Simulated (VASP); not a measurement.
A run of VASP 6.6.1 is set up as follows.

File INCAR:

```
SYSTEM = La
  ALGO = Normal
  EDIFF = 1E-7
  ENCUT = 520
  GGA = PE
  ISIF = 2
  ISMEAR = -1
  LASPH = .True.
  LCHARG = .True.
  LELF = .True.
  LREAL = .False.
  LVHAR = .True.
  LWAVE = .False.
  NBANDS = 12
  NELM = 80
  PREC = Accurate
  SIGMA = 0.0112
```

File KPOINTS:

```
k-points
0
Gamma
  12 12 12
  0 0 0
```

POSCAR

```
La
1.0
   -1.9947130000      1.9947130000      1.9947130000
    1.9947130000     -1.9947130000      1.9947130000
    1.9947130000      1.9947130000     -1.9947130000
La
1
Direct
    0.0000000000      0.0000000000      0.0000000000
```

Potentials or basis: VASP PAW PBE potentials, release 64 (La).

Launch:

```bash
$ cat potpaw_PBE.64/La/POTCAR > POTCAR
$ mpirun -np 1 vasp_std > vasp.out
```

Problem. Predict the pressure.

Solution. 5.9 GPa.

Problem. What does it give for the band gap on the k mesh?

Solution. None (metal or under the smearing width).

Spin-orbit coupling is left out, which matters for the levels of La.
